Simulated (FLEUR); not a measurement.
# CoO (P3m1) in FLEUR: notebook

Runs on CoO. Level: PBEsol+U. Tasks: single point.

Everything below comes from runs of FLEUR MaX-R8.1 (later development tree). Logs are shortened: lines on timing, memory, paths and dates and some standing lists are left out, and cuts for length are marked.

## Step 1: The structure

Symmetry: P6_3mc, No. 186, hexagonal system. The conventional cell has a = 3.198 Å, b = 3.198 Å, c = 5.229 Å, α = 90.00°, β = 90.00°, γ = 120.00°. Co (site symmetry 3m) is surrounded by 4 O at 1.93 to 1.97 Å. O (site symmetry 3m) is surrounded by 4 Co at 1.93 to 1.97 Å.

Measurements of this composition are mostly on another form, of space group No. 225.

## Step 2: Single point, PBEsol+U, collinear spin, ferromagnetic start

Input file inp.xml:

```xml
<?xml version="1.0" encoding="UTF-8" standalone="no"?>
<fleurInput fleurInputVersion="0.39">
   <comment>
      CoO                                                                                                 
   </comment>
   <calculationSetup>
      <cutoffs Kmax="5.19" Gmax="16.1" GmaxXC="16.1" numbands="0"/>
      <scfLoop itmax="100" minDistance="0.0002" maxIterBroyd="50" imix="Anderson" alpha="0.05" precondParam="0.0" spinf="2.0" sdNocoIR="T"/>
      <coreElectrons ctail="T" frcor="F" kcrel="0" coretail_lmax="0"/>
      <xcFunctional name="PBEs" relativisticCorrections="F"/>
      <magnetism jspins="2"/>
      <soc l_soc="F" theta="0.0" phi="0.0" spav="F"/>
      <expertModes spex="0" secvar="F"/>
      <geometryOptimization l_f="F" forcealpha="1.0" forcemix="BFGS" epsdisp="0.00001" epsforce="0.00001"/>
      <ldaU l_linMix="F" mixParam="0.05" spinf="1.0"/>
   </calculationSetup>
   <cell>
      <bzIntegration valenceElectrons="46.0" mode="hist" fermiSmearingEnergy="0.00183747">
         <kPointListSelection listName="default-1"/>
         <!-- k-points included here -->
         <xi:include xmlns:xi="http://www.w3.org/2001/XInclude" href="kpts.xml"> </xi:include>
      </bzIntegration>
      <!-- symmetry operations included here -->
      <xi:include xmlns:xi="http://www.w3.org/2001/XInclude" href="sym.xml"> </xi:include>
      <bulkLattice scale="1.0">
         <bravaisMatrix>
            <row-1>    6.0426746987079403     0.0000000000000000     0.0000000000000000</row-1>
            <row-2>   -3.0213373494484563     5.2331097959353494     0.0000000000000000</row-2>
            <row-3>    0.0000000000000000     0.0000000000000000     9.8808293369366904</row-3>
         </bravaisMatrix>
      </bulkLattice>
   </cell>
   <atomSpecies>
      <species name="Cobalt (Co2.000" element="Co" atomicNumber="27">
         <mtSphere radius="1.89" gridPoints="631" logIncrement="0.019"/>
         <atomicCutoffs lmax="8" lnonsphr="8"/>
         <electronConfig flipSpins="F">
            <coreConfig>(1s1/2) (2s1/2) (2p1/2) (2p3/2)</coreConfig>
            <valenceConfig>(3s1/2) (3p1/2) (3p3/2) (4s1/2) (3d3/2) (3d5/2)</valenceConfig>
            <stateOccupation state="(3d3/2)" spinUp="1.5" spinDown="1.3"/>
            <stateOccupation state="(3d5/2)" spinUp="3.0" spinDown="1.2"/>
         </electronConfig>
         <energyParameters s="4" p="4" d="3" f="4"/>
         <ldaU l="2" U="0.0" J="0.0" l_amf="F"/>
         <lo type="SCLO" l="0" n="3" eDeriv="0"/>
         <lo type="SCLO" l="1" n="3" eDeriv="0"/>
         <lo type="SCLO" l="1" n="3" eDeriv="1"/>
         <lo type="SCLO" l="3" n="4" eDeriv="2"/>
      </species>
      <species name="Oxygen (O)" element="O" atomicNumber="8">
         <mtSphere radius="1.45" gridPoints="483" logIncrement="0.022"/>
         <atomicCutoffs lmax="8" lnonsphr="8"/>
         <electronConfig flipSpins="F">
            <coreConfig>(1s1/2)</coreConfig>
            <valenceConfig>(2s1/2) (2p1/2) (2p3/2)</valenceConfig>
            <stateOccupation state="(2p1/2)" spinUp="0.666667" spinDown="0.666667"/>
            <stateOccupation state="(2p3/2)" spinUp="1.333333" spinDown="1.333333"/>
         </electronConfig>
         <energyParameters s="2" p="2" d="3" f="4"/>
         <lo type="SCLO" l="0" n="2" eDeriv="2"/>
         <lo type="SCLO" l="1" n="2" eDeriv="2"/>
         <lo type="SCLO" l="2" n="3" eDeriv="2"/>
      </species>
   </atomSpecies>
   <atomGroups>
      <atomGroup species="Cobalt (Co2.000">
         <relPos label="                   1">1.000/3.000 -1.000/3.000 -.4966375900</relPos>
         <force calculate="T" relaxXYZ="TTT"/>
      </atomGroup>
      <atomGroup species="Cobalt (Co2.000">
         <relPos label="                   2">.0000000000 .0000000000 .0034741400</relPos>
         <force calculate="T" relaxXYZ="TTT"/>
      </atomGroup>
      <atomGroup species="Oxygen (O)">
         <relPos label="                   3">1.000/3.000 -1.000/3.000 -.1284444000</relPos>
         <force calculate="T" relaxXYZ="TTT"/>
      </atomGroup>
      <atomGroup species="Oxygen (O)">
         <relPos label="                   4">.0000000000 .0000000000 .3716088500</relPos>
         <force calculate="T" relaxXYZ="TTT"/>
      </atomGroup>
   </atomGroups>
   <output dos="F" band="F" slice="F">
      <checks vchk="F" cdinf="F"/>
      <bandDOS minEnergy="-.5*Htr" maxEnergy="0.5*Htr" sigma="0.015" storeEVData="T"/>
      <vacuumDOS vacdos="F" integ="F" star="F" nstars="0" locx1="0.0" locy1="0.0" locx2="0.0" locy2="0.0" nstm="0" tworkf="0.0"/>
      <unfoldingBand unfoldBand="F" supercellX="1" supercellY="1" supercellZ="1"/>
      <plotting iplot="0" polar="F">
         <plot TwoD="T" vec1="  1.0  0.0  0.0" vec2="  0.0  1.0  0.0" vec3="  0.0  0.0  1.0" zero="  0.0  0.0  0.0" file="plot"/>
      </plotting>
      <chargeDensitySlicing numkpt="0" minEigenval="0.0" maxEigenval="0.0" nnne="0" pallst="F"/>
      <specialOutput eonly="F"/>
      <moessbauerParams electricFieldGradient="T" isomerShift="T" coreHyperfine="T" valenceHyperfine="T"/>
      <magneticCircularDichroism mcd="F" energyLo="-10.0" energyUp="0.0"/>
   </output>
  <!-- We include the file relax.xml here to enable relaxations (see documentation) -->
  <xi:include xmlns:xi="http://www.w3.org/2001/XInclude" href="relax.xml"> <xi:fallback/> </xi:include>
</fleurInput>
```

Input file crystal.txt:

```
CoO
&input cartesian=F /
3.1976457435  0.0000000000  0.0000000000
-1.5988228718  2.7692424462  0.0000000000
0.0000000000  0.0000000000  5.2287097100
1.8897261246
1.0 1.0 1.0

4
27 0.3333333333  0.6666666667  0.5033624100 : 2.000
27 0.0000000000  0.0000000000  0.0034741400 : 2.000
8 0.3333333333  0.6666666667  0.8715556000
8 0.0000000000  0.0000000000  0.3716088500

&kpt div1=8 div2=8 div3=4 gamma=T /
```

Potentials or basis: all-electron, FLAPW.

On the command line:

```
inpgen -f crystal.txt -profile fastHighL
# inp.xml edited to the form shown
fleur_MPI
```

The log of the run:

```text
Welcome to FLEUR        (www.flapw.de)
      MaX-Release 8.1          (www.max-centre.eu)

 ========== k-point set info ==========
 Selected k-point list: default-1
 k-point list type: mesh
 8 x 8 x 4
 Number of k points: 35

 ------------Calculation Setup---------------------------
 Number of MPI-tasks      :            1
 Number of PE/node        :            1
 Number of OMP-threads    :            1
 Most efficient MPI parallelization for:
           1           5           7          35
 Additional eigenvalue parallelization possible
 Number of basis functions:          880
 Approximate size of matrices (H+S) per k-point:         0.023 GB
 --------------------------------------------------------
 no density matrix found ... skipping LDA+U
 Reset of history
 Iteration:     1   Distance:      22.60382653 me/bohr^3
 Iteration:     2   Distance:      19.99538005 me/bohr^3
 Iteration:     3   Distance:      17.79518336 me/bohr^3
 Iteration:     4   Distance:      12.48374726 me/bohr^3
 Iteration:     5   Distance:      12.61743194 me/bohr^3
 Iteration:     6   Distance:       8.54923433 me/bohr^3
 Iteration:     7   Distance:       8.57453352 me/bohr^3
 Iteration:     8   Distance:       6.81132496 me/bohr^3
 Iteration:     9   Distance:       6.98854869 me/bohr^3
 Iteration:    10   Distance:       3.68906691 me/bohr^3
[... 8 lines left out ...]
 Iteration:    19   Distance:       0.02787740 me/bohr^3
 Iteration:    20   Distance:       0.03161132 me/bohr^3
 Iteration:    21   Distance:       0.00500758 me/bohr^3
 Iteration:    22   Distance:       0.00539322 me/bohr^3
 Iteration:    23   Distance:       0.00411284 me/bohr^3
 Iteration:    24   Distance:       0.00229543 me/bohr^3
 Iteration:    25   Distance:       0.00180308 me/bohr^3
 Iteration:    26   Distance:       0.00096805 me/bohr^3
 Iteration:    27   Distance:       0.00110246 me/bohr^3
 Iteration:    28   Distance:       0.00011681 me/bohr^3

 ********************************************************************
 Run finished successfully
 Stop message:
   all done
 ********************************************************************
```

Wall time 22 min (1 thread of Arm Neoverse V2, shared host); peak memory 0.21 GiB.

Results:

| Quantity | Value |
| --- | --- |
| Free energy | -79851.4504 eV |
| Band gap on the k mesh | none (metal or under the smearing width) |
| Net moment | 5.80 μB per cell |
| Site moments | Co +2.41; O +0.31 μB |
| Valence electrons inside the program's atomic spheres | Co 14.83; O 4.64 (radii Co 1.89, O 1.45 bohr) |

Eigenvalues of the final occupation matrices:
```tsv
site	spin	trace	eigenvalues
atom type 1	1	4.48	0.89 0.89 0.90 0.90 0.90
atom type 2	1	4.48	0.89 0.89 0.90 0.90 0.90
atom type 1	2	2.10	0.23 0.27 0.27 0.67 0.67
atom type 2	2	2.10	0.23 0.27 0.27 0.67 0.67
```

Core levels (eV from the Fermi level):
```
atom                                                   levels
1 Co  1s1/2 -7576.8, 2s1/2 -891.2, 2p1/2 -772.3, 2p3/2 -757.5
2 Co  1s1/2 -7576.8, 2s1/2 -891.2, 2p1/2 -772.3, 2p3/2 -757.5
 3 O                                             1s1/2 -505.2
 4 O                                             1s1/2 -505.2
```

The state reached can hang on the start; a lower one may exist.

## Step 3: Single point, PBEsol+U, collinear spin, ferromagnetic start

inp.xml: that of step 2 with these lines changed.

```diff
@@ -43,3 +43,3 @@
          <energyParameters s="4" p="4" d="3" f="4"/>
-         <ldaU l="2" U="0.0" J="0.0" l_amf="F"/>
+         <ldaU l="2" U="2" J="0.0" l_amf="F"/>
          <lo type="SCLO" l="0" n="3" eDeriv="0"/>
```

crystal.txt is that of step 2.

Potentials or basis: all-electron, FLAPW.

On the command line:

```
inpgen -f crystal.txt -profile fastHighL
# inp.xml edited to the form shown
fleur_MPI
```

It took 19 min on 1 thread of Arm Neoverse V2, shared host; peak memory 0.19 GiB.

The run converged. Its results:

| Quantity | Value |
| --- | --- |
| Free energy | -79849.0309 eV |
| Band gap on the k mesh | 0.17 eV, direct |
| Net moment | 6.00 μB per cell |
| Site moments | Co +2.53; O +0.24 μB |
| Valence electrons inside the program's atomic spheres | Co 14.83; O 4.66 (radii Co 1.89, O 1.45 bohr) |

Levels at points of the mesh, in eV from the valence-band top:
Spin up:
```csv
k point,band 24,band 25,band 26,band 27,band 28,band 29
"(0.00, 0.00, 0.00)",-0.13,0.00,0.00,0.17,5.39,7.06
"(0.00, 0.00, 0.50)",-0.46,-0.46,-0.46,2.70,2.70,9.92
"(0.00, 0.50, 0.00)",-2.04,-0.84,-0.73,5.64,5.94,6.97
"(0.00, 0.50, 0.50)",-1.40,-1.39,-1.39,5.27,5.27,8.05
```
Spin down:
| k point | band 17 | band 18 | band 19 | band 20 | band 21 | band 22 | band 23 | band 24 |
| --- | --- | --- | --- | --- | --- | --- | --- | --- |
| (0.00, 0.00, 0.00) | -1.18 | -1.18 | -0.43 | -0.43 | 0.81 | 1.16 | 2.45 | 2.45 |
| (0.00, 0.00, 0.50) | -0.77 | -0.77 | -0.77 | -0.77 | 1.99 | 1.99 | 2.99 | 2.99 |
| (0.00, 0.50, 0.00) | -0.91 | -0.55 | -0.54 | -0.42 | 0.74 | 1.14 | 1.55 | 1.82 |
| (0.00, 0.50, 0.50) | -0.52 | -0.52 | -0.48 | -0.48 | 0.89 | 0.89 | 2.20 | 2.21 |

Eigenvalues of the final occupation matrices:
```tsv
site	spin	trace	eigenvalues
atom type 1	1	4.53	0.90 0.90 0.91 0.91 0.91
atom type 2	1	4.53	0.90 0.90 0.91 0.91 0.91
atom type 1	2	2.04	0.12 0.12 0.13 0.84 0.84
atom type 2	2	2.04	0.12 0.12 0.13 0.84 0.84
```

Core levels (eV from the Fermi level):
| atom | levels |
| --- | --- |
| 1 Co | 1s1/2 -7576.5, 2s1/2 -890.9, 2p1/2 -772.1, 2p3/2 -757.3 |
| 2 Co | 1s1/2 -7576.5, 2s1/2 -890.9, 2p1/2 -772.1, 2p3/2 -757.3 |
| 3 O | 1s1/2 -504.7 |
| 4 O | 1s1/2 -504.7 |

A k mesh can miss the band edges. The state reached can hang on the start; a lower one may exist.
